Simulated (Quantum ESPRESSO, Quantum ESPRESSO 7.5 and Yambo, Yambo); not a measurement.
**KCl (Sylvite): a self-consistent loop beyond G0W0, cycle by cycle**

Aim: iterate the self-energy on KCl (Sylvite) and follow the gap from cycle to cycle.

Method: PBE and many-body steps on it, plane waves, in Quantum ESPRESSO 7.5 and Yambo 5.3.0.

## 1. Set-up

It takes space group Fm-3m (No. 225, cubic). Conventional cell: a = 6.293 Å, b = 6.293 Å, c = 6.293 Å, α = 90.00°, β = 90.00°, γ = 90.00°. K has 6 Cl at 3.15 Å nearest. Nearest to Cl lie 6 K at 3.15 Å. Farther neighbours and most contacts between anions are not listed.

The cell and positions come from the Crystallography Open Database and are kept as given unless a step says otherwise.

## 2. Empty states on the mesh, 4×4×4 mesh, 99 bands

This step: Quantum ESPRESSO 7.5; DFT, PBE, plane waves, norm-conserving pseudopotentials.

The sums over transitions need many empty states on a uniform mesh; this step solves for them.

Input file pw.in:

```
&control
  calculation = 'nscf'
  prefix = 'x'
  outdir = 'o'
  pseudo_dir = 'pseudo'
/
&system
  ibrav = 0
  nat = 2
  ntyp = 2
  ecutwfc = 66.0
  nbnd = 99
  force_symmorphic = .true.
/
&electrons
  conv_thr = 1e-9
  electron_maxstep = 80
  diago_full_acc = .true.
  diago_thr_init = 5e-6
/
ATOMIC_SPECIES
  K 39.098 K.upf
  Cl 35.45 Cl.upf
CELL_PARAMETERS angstrom
  -0.0000000000 3.1464700000 3.1464700000
  3.1464700000 0.0000000000 3.1464700000
  3.1464700000 3.1464700000 -0.0000000000
ATOMIC_POSITIONS crystal
  K 0.0000000000 0.0000000000 0.0000000000
  Cl 0.5000000000 0.5000000000 0.5000000000
K_POINTS automatic
  4 4 4 0 0 0
```

Command:

```
$ OMP_NUM_THREADS=1 mpirun -n 4 pw.x -nk 4 -in pw.in > pw.out
```

What it wrote:

```text
Program PWSCF v.7.5 starts

     This program is part of the open-source Quantum ESPRESSO suite
     for quantum simulation of materials; please cite
         "P. Giannozzi et al., J. Phys.:Condens. Matter 21 395502 (2009);
         "P. Giannozzi et al., J. Phys.:Condens. Matter 29 465901 (2017);
         "P. Giannozzi et al., J. Chem. Phys. 152 154105 (2020);
     in publications or presentations arising from this work. More details at

     Atomic positions and unit cell read from directory:
     o/x.save/

     Message from routine setup:
[...]
71.5309  71.5309  72.8233

          k =-0.3536-0.3536 0.3536 (  3798 PWs)   bands (ev):

[...]
61.0528  61.4842  62.4669  62.4669  62.6585  62.6585  64.0585  64.0585
    64.0831  64.0831  65.1771  66.5314  67.2385  67.5687  70.4647  71.0534
    71.0534  71.0958  71.9607

          k = 0.3536 0.0000 0.0000 (  3831 PWs)   bands (ev):

     [... further k-points ...]

     highest occupied, lowest unoccupied level (ev):     0.9045    6.0941

     XML data file, pseudopotentials, collected wavefunctions

=------------------------------------------------------------------------------=
   JOB DONE.
=------------------------------------------------------------------------------=
```

Run time: 7 s. Hardware: 4 MPI ranks of Arm Neoverse V1, shared host; peak memory 0.33 GiB.

This step gave:

```yaml
gap: 5.190 eV
k_of_the_valence_top: 0, 0, 0
k_of_the_conduction_bottom: 0, 0, 0
least_direct_gap: 5.190 eV
k_points_computed: 8
lowest_point_of_the_top_converged_band_above_the_valence_top: 69.7610 eV
```

On this mesh the gap is 5.190 eV.

The density comes from a self-consistent run that is not shown.

## 3. Conversion and set-up

This step: Yambo 5.3.0; conversion and set-up on PBE, plane waves, norm-conserving pseudopotentials.

The states are converted to the many-body program's format and the q mesh is built.

Command:

```
$ (cd o/x.save; p2y > p2y.log; mv SAVE ../..); yambo > setup.log
```

What it wrote:

```text
 Yambo, version 5.3.0

 [02] CORE Variables Setup
 =========================

  [02.01] Unit cells
  ==================

  Cell kind             :  FCC
  Atoms in the cell     :  K  Cl
  number of K  atoms    :  1
  number of Cl atoms    :  1

  List of atomic masses
  Mass of K     :  39.09800
  Mass of Cl    :  35.45000

  List of atomic coordinates    : [cc]
  K1       :  0.000000  0.000000  0.000000  order 1
  Cl1       :  5.945967  5.945967  5.945967  order 2

  Alat factors          :  5.945967  5.945967  5.945967 [a.u.]
  Direct lattice volume :  420.4336 [a.u.]
[...]
==========================================

 IBZ Q-points                                      :   8
 BZ  Q-points                                      :   64

 K/Q-points units:
 rlu = crystal or reduced units; cc = cartesian coordinates; iku = interal k-units

 Q [1]          [rlu]:  0.000000  0.000000  0.000000
 Q [2]          [rlu]: -0.15791E-17 -0.15791E-17  0.25000
 Q [3]          [rlu]:  0.17883E-18  0.17883E-18 -0.50000
[...]
Q [7]          [rlu]:  0.10257E-16 -0.50000     -0.50000
 Q [8]          [rlu]:  0.250000 -0.500000 -0.250000

  [03.01] X indexes
  =================

   [03.01.01] Sigma indexes
   ========================

 [06] Game Over & Game summary
```

Run time: 2.6 s. Hardware: 1 MPI rank; peak memory 0.25 GiB.

## 4. G0W0

G0W0 replaces the xc potential by the self-energy, built once from these orbitals. Only a window of levels is corrected, while the sums run over the empty bands that the input names.

This step: G0W0 on PBE, plane waves, norm-conserving pseudopotentials.

Input file gw1.in:

```
HF_and_locXC
gw0
dyson
ppa
em1d
rim_cut
RandQpts= 1000000
RandGvec= 1 RL
EXXRLvcs= 66 Ry
VXCRLvcs= 264 Ry
Chimod= "HARTREE"
% BndsRnXp
 1 | 99 |
%
NGsBlkXp= 9 Ry
% LongDrXp
 1 | 1 | 1 |
%
% GbndRnge
 1 | 99 |
%
DysSolver= "n"
ExtendOut
PPAPntXp= 27.21138 eV
% QPkrange
 1 | 1 | 7 | 10 |
%
```

Command:

```
$ OMP_NUM_THREADS=1 mpirun -n 4 yambo -F gw1.in -J gw1 -C gw1 > gw1.log
```

What it wrote:

```text
 Yambo, version 5.3.0

 [02] CORE Variables Setup
 =========================

  [... cell, symmetries and grids as in the set-up ...]

  [02.05] Energies & Occupations
  ==============================

  [X] === General ===
  [X] Electronic Temperature                        :  0.000000  0.000000 [eV K]
  [X] Bosonic    Temperature                        :  0.000000  0.000000 [eV K]
  [X] Finite Temperature mode                       : no
  [X] El. density                                   :  0.25681E+24 [cm-3]
  [X] Fermi Level                                   :  0.904510 [eV]

  [X] === Gaps and Widths ===
  [X] Conduction Band Min                           :  5.189547 [eV]
  [X] Valence Band Max                              :  0.000000 [eV]
  [X] Filled Bands                                  :   8
  [X] Empty Bands                                   :    9   99
  [X] Direct Gap                                    :  5.189547 [eV]
  [X] Direct Gap localized at k                     :  1
  [X] Indirect Gap                                  :  5.189547 [eV]
  [X] Indirect Gap between kpts                     :  1  1
  [X] Last valence band width                       :  0.471834 [eV]
  [X] 1st conduction band width                     :  2.840959 [eV]

 [03] Transferred momenta grid and indexing
 ==========================================

 IBZ Q-points                                      :   8
 BZ  Q-points                                      :   64

 K/Q-points units:
 rlu = crystal or reduced units; cc = cartesian coordinates; iku = interal k-units

 Q [1]          [rlu]:  0.000000  0.000000  0.000000
 Q [2]          [rlu]: -0.15791E-17 -0.15791E-17  0.25000
 Q [3]          [rlu]:  0.17883E-18  0.17883E-18 -0.50000
 Q [4]          [rlu]: -0.51284E-17  0.25000      0.25000
 Q [5]          [rlu]:  0.14002E-17  0.25000      0.50000
 Q [6]          [rlu]:  0.17883E-18  0.25000     -0.25000
 Q [7]          [rlu]:  0.10257E-16 -0.50000     -0.50000
 Q [8]          [rlu]:  0.250000 -0.500000 -0.250000

 [04] Coloumb potential Random Integration (RIM)
 ===============================================

  [04.01] RIM initialization
  ==========================

  * Diagonal components only detected *

  8 x (sBL volume)        :  0.073748 [a.u.]
  sBZ random points       :  1000000
  Points outside the sBZ  :   7999624
  RL volume               :  0.589987 [a.u.]
  Integrated volume       :  0.590014 [a.u.]

  [04.02] RIM integrals
  =====================

  Gamma point sphere radius             :  0.076068 [a.u.]
  Points outside the sphere             :   799635
  [Int_sBZ(q=0) 1/q^2]*(Vol_sBZ)^(-1/3) =:  7.763403
                                 should be <:  7.795600

  Summary of Coulomb integrals for non-metallic bands |Q|[au] RIM/Bare

  Q [1] 0.100000E-4 0.995870 * Q [2] 0.228785 1.064252
  Q [4] 0.264178 1.063621 * Q [6] 0.373605 1.026387
  Q [5] 0.438090 1.018937 * Q [3] 0.457571 1.016899
  Q [7] 0.528357 1.013120 * Q [8] 0.590721 1.010043

 [05] Dipoles
 ============

  [05.01] Setup: observables and procedures
  =========================================

 [06] Dynamic Dielectric Matrix (PPA)
 ====================================

 [WR./gw1//ndb.pp]---------------------------------------------------------------
  Brillouin Zone Q/K grids (IBZ/BZ)                :    8   64    8   64
  RL vectors                                       :   4645 [WF]
  Coulomb cutoff potential                         : none
  Electronic Temperature                           :  0.000000 [K]
  Bosonic    Temperature                           :  0.000000 [K]
  PPA    diel. fun.  energies                      : Perdew, Burke & Ernzerhof(X)+Perdew, Burke & Ernzerhof(C)
  wavefunctions                                    : Perdew, Burke & Ernzerhof(X)+Perdew, Burke & Ernzerhof(C)
  Global Gauge                                     : length
  X matrix size                                    :  229
  X band range                                     :    1   99
  X e/h energy range                               : -1.000000 -1.000000 [eV]
  X Time ordering                                  : R
  X Hxc Kernel                                     : HARTREE
  X Drude frequency                                :  0.000000  0.000000
  X poles                                          :  100.0000 [o/o]
  RL vectors in the sum                            :   4645
  [r,Vnl] included                                 : yes
  Field direction                                  :  0.577350E-5  0.577350E-5  0.577350E-5
  BZ energy Double Grid                            : no
  BZ energy DbGd points                            : 0
  BZ Q point size factor                           : -1.000000
  X Optical Averaged directions                    : none

 [07] Local Exchange-Correlation + Non-Local Fock
 ================================================

 [VXC] Plane waves :  30467
 [EXS] Plane waves :   3943

 QP @ state[ 1 ] K range:  1  1
 QP @ state[ 1 ] b range:   7  10

 [xc] Functional : Perdew, Burke & Ernzerhof(X)+Perdew, Burke & Ernzerhof(C)
 [xc] LIBXC used to calculate xc functional
  PP Number of Atomic Species                      :  2
  NLCC RL compoments                               :  30467
  PP Number of Atomic Species                      :  2
  NLCC RL compoments                               :  30467

 [xc] E_xc :  -7.315494 [Ha]
      E_xc :  -14.63099 [Ry]

  Local XC kind (lXC) : Perdew, Burke & Ernzerhof(X)+Perdew, Burke & Ernzerhof(C)
  Non-Local XC kind (nlXC) : Hartree-Fock

  Corrections @ K [1] :  [eV]
 <7|nlXC|7> = -18.61779  0.47194E-17 <7|lXC|7> = -14.14755  0.18882E-15
 <8|nlXC|8> = -18.61773  0.81952E-17 <8|lXC|8> = -14.14755 -0.18882E-15
 <9|nlXC|9> = -3.270663 -0.10627E-17 <9|lXC|9> = -6.954806 -0.18882E-15
 <10|nlXC|10> = -4.064433  0.20081E-18 <10|lXC|10> = -8.956466 -0.94408E-16

 [08] Dyson equation: Newton solver
 ==================================

  [08.01] G0W0 (W PPA)
  ====================

  [  GW  ] Bands range     :    1   99
  [GW/PPA] G damping       :  0.100000 [eV]

  QP @ state[ 1 ] K range:  1  1
  QP @ state[ 1 ] b range:   7  10

   Sc/G bands                                       :    1   99
   Sc/G damping                                     :  0.100000 ev
   Sc bands terminator                              : no
   Sx RL components                                 :   3943

   QP @ state[ 1 ] K range                          :  1  1
   QP @ state[ 1 ] b range                          :   7  10
   GF energies kind                                 : Perdew, Burke & Ernzerhof(X)+Perdew, Burke & Ernzerhof(C)
   GF WF`s kind                                     : Perdew, Burke & Ernzerhof(X)+Perdew, Burke & Ernzerhof(C)
   Xs energies kind                                 : Perdew, Burke & Ernzerhof(X)+Perdew, Burke & Ernzerhof(C)
   Xs WF`s kind                                     : Perdew, Burke & Ernzerhof(X)+Perdew, Burke & Ernzerhof(C)

 [11] Game Over & Game summary
```

Wall time 41 s (4 MPI ranks); peak memory 1.5 GiB; 2.7 min of CPU time.

Numbers from this step:

| Item | Value |
| --- | --- |
| G0W0 gap on the points computed | 7.996 eV |
| starting gap on the mesh | 5.190 eV |
| k of the valence top | 0, 0, 0 |
| k of the conduction bottom | 0, 0, 0 |
| least direct G0W0 gap on the computed points | 7.996 eV |
| Z at the valence top | 0.8182 |
| Z at the conduction bottom | 0.8798 |

The gap on the mesh goes from 5.19 eV to 8.00 eV, a correction of +2.81 eV.

## 5. evGW0, cycle 1

This step: evGW0 on PBE, plane waves, norm-conserving pseudopotentials.

gw3.in, as its differences from gw1.in of step 4:

```diff
@@ -25,3 +25,4 @@
 % QPkrange
- 1 | 1 | 7 | 10 |
+ 1 | 8 | 3 | 12 |
 %
+GfnQPdb= "E < ./gw2/ndb.QP"
```

Command:

```
$ OMP_NUM_THREADS=1 mpirun -n 4 yambo -F gw3.in -J gw3,gw1_W -C gw3 > gw3.log
```

What it wrote:

```text
 Yambo, version 5.3.0

 [02] CORE Variables Setup
 =========================

  [... cell, symmetries and grids as in the set-up ...]

  [02.05] Energies & Occupations
  ==============================

  [X] === General ===
  [X] Electronic Temperature                        :  0.000000  0.000000 [eV K]
  [X] Bosonic    Temperature                        :  0.000000  0.000000 [eV K]
  [X] Finite Temperature mode                       : no
  [X] El. density                                   :  0.25681E+24 [cm-3]
  [X] Fermi Level                                   :  0.904510 [eV]

  [X] === Gaps and Widths ===
  [X] Conduction Band Min                           :  5.189547 [eV]
  [X] Valence Band Max                              :  0.000000 [eV]
  [X] Filled Bands                                  :   8
  [X] Empty Bands                                   :    9   99
  [X] Direct Gap                                    :  5.189547 [eV]
  [X] Direct Gap localized at k                     :  1
  [X] Indirect Gap                                  :  5.189547 [eV]
  [X] Indirect Gap between kpts                     :  1  1
  [X] Last valence band width                       :  0.471834 [eV]
  [X] 1st conduction band width                     :  2.840959 [eV]

 [03] Transferred momenta grid and indexing
 ==========================================

 IBZ Q-points                                      :   8
 BZ  Q-points                                      :   64

 K/Q-points units:
 rlu = crystal or reduced units; cc = cartesian coordinates; iku = interal k-units

 Q [1]          [rlu]:  0.000000  0.000000  0.000000
 Q [2]          [rlu]: -0.15791E-17 -0.15791E-17  0.25000
 Q [3]          [rlu]:  0.17883E-18  0.17883E-18 -0.50000
[...]
[G+QP] Direct Gap localized at k                  :  1
  [G+QP] Indirect Gap                               :  7.996319 [eV]
  [G+QP] Indirect Gap between kpts                  :  1  1
  [G+QP] Last valence band width                    :  0.580914 [eV]
  [G+QP] 1st conduction band width                  :  3.388409 [eV]

  [coarse-grid] Minimum Bare Gap        [ev]:  5.189547
  [coarse-grid] Minimum Gap Correction  [ev]:  2.806772

  Eqp @ K [1]
   -30.4731     -13.5929     -12.2409     -12.2380     -12.2358    -0.634024E-4   0.00000    -0.329470E-3
    7.99599  12.17166  12.17140  12.17079  13.04250  13.04250  17.94504  21.89875
  Eqp @ K [2]
  -30.46718 -13.70369 -11.98901 -11.98684 -14.06201  -0.68413  -0.19017  -0.19034
[...]
Eqp @ K [3]
[...]
Eqp @ K [4]
[...]
Eqp @ K [5]
[...]
[... 2 further k-points ...]
  Eqp @ K [8]
  -30.45768 -13.58899 -11.60851 -11.60941 -11.61135  -0.56978  -0.58094  -0.58124
   11.38440  11.38425  12.95384  14.04775  16.19984  16.25101  16.64999  17.62085

 [07] Dipoles
 ============

  [07.01] Setup: observables and procedures
  =========================================

 [08] Dynamic Dielectric Matrix (PPA)
 ====================================

   Sc/G bands                                       :    1   99
   Sc/G damping                                     :  0.100000 ev
   Sc bands terminator                              : no
   Sx RL components                                 :   3943

   QP @ state[ 1 ] K range                          :   1   8
   QP @ state[ 1 ] b range                          :   3  12
   GF energies kind                                 : Perdew, Burke & Ernzerhof(X)+Perdew, Burke & Ernzerhof(C)+ E < ./gw2/ndb.QP + @E Fit
   GF WF`s kind                                     : Perdew, Burke & Ernzerhof(X)+Perdew, Burke & Ernzerhof(C)
   Xs energies kind                                 : Perdew, Burke & Ernzerhof(X)+Perdew, Burke & Ernzerhof(C)
   Xs WF`s kind                                     : Perdew, Burke & Ernzerhof(X)+Perdew, Burke & Ernzerhof(C)

 [13] Game Over & Game summary
```

It took 4.6 min on 4 MPI ranks; peak memory 1.6 GiB; 18 min of CPU time.

Numbers from this step:

- quasiparticle gap on the mesh: 8.209 eV
- gap of the density functional on the mesh: 5.190 eV
- k of the valence top: 0, 0, 0
- k of the conduction bottom: 0, 0, 0
- least direct quasiparticle gap on the computed points: 8.209 eV
- Z at the valence top: 0.8269
- Z at the conduction bottom: 0.9029

Against G0W0 in Yambo (4×4×4 mesh, 99 bands, screening to 122.5 eV, Godby-Needs plasmon pole), the gap moves by +0.213 eV.

The program's own table gives 8.482 eV, which is too large where the input levels are shifted: this version takes Σc at the unshifted level E₀, yet steps from the shifted one. The value above is the Newton step from E₀, E₀ + Z(Σc + Σx − Vxc), rebuilt from the printed columns.

## 6. evGW0, cycle 2

The corrected levels of the last cycle go back in.

gw4.in, as its differences from gw3.in of step 5:

```diff
@@ -27,2 +27,2 @@
 %
-GfnQPdb= "E < ./gw2/ndb.QP"
+GfnQPdb= "E < ./gw3_fix/ndb.QP"
```

Command:

```
$ OMP_NUM_THREADS=1 mpirun -n 4 yambo -F gw4.in -J gw4,gw1_W -C gw4 > gw4.log
```

What it wrote:

```text
 Yambo, version 5.3.0

 [02] CORE Variables Setup
 =========================

  [... cell, symmetries and grids as in the set-up ...]

  [02.05] Energies & Occupations
  ==============================

  [X] === General ===
  [X] Electronic Temperature                        :  0.000000  0.000000 [eV K]
  [X] Bosonic    Temperature                        :  0.000000  0.000000 [eV K]
  [X] Finite Temperature mode                       : no
  [X] El. density                                   :  0.25681E+24 [cm-3]
[...]
Sx RL components                                 :   3943

   QP @ state[ 1 ] K range                          :   1   8
   QP @ state[ 1 ] b range                          :   3  12
   GF energies kind                                 : Perdew, Burke & Ernzerhof(X)+Perdew, Burke & Ernzerhof(C)+ E < ./gw2/ndb.QP + @E Fit+ E < ./gw3_fix/
   GF WF`s kind                                     : Perdew, Burke & Ernzerhof(X)+Perdew, Burke & Ernzerhof(C)
   Xs energies kind                                 : Perdew, Burke & Ernzerhof(X)+Perdew, Burke & Ernzerhof(C)
   Xs WF`s kind                                     : Perdew, Burke & Ernzerhof(X)+Perdew, Burke & Ernzerhof(C)

 [13] Game Over & Game summary
```

Elapsed: 4.6 min, on 4 MPI ranks; peak memory 1.6 GiB; 18 min of CPU time.

Numbers from this step:

- quasiparticle gap on the mesh: 8.227 eV
- gap of the density functional on the mesh: 5.190 eV
- k of the valence top: 0, 0, 0
- k of the conduction bottom: 0, 0, 0
- least direct quasiparticle gap on the computed points: 8.227 eV

Against the cycle before, the gap moves by +0.017 eV.

The program's own table gives 8.514 eV, which is too large where the input levels are shifted: this version takes Σc at the unshifted level E₀, yet steps from the shifted one. The value above is the Newton step from E₀, E₀ + Z(Σc + Σx − Vxc), rebuilt from the printed columns.

[end of part 1 of 2]

[Paths, hosts, dates, memory and timing lines, banners, echoed tables and standing remarks are left out of the program output.]

[Logs are printed without paths, hosts, clocks, repeated set-up lines and the standing remarks that a program may print on its own settings, such as how far it seeks lower states.]

[Runs of the session that timed out or met a known fault of the program may be left out.]

[Hosts, paths, dates, database ids (printed as entryN), source tags and the programs' standing remarks are cut or masked in the printed files.]
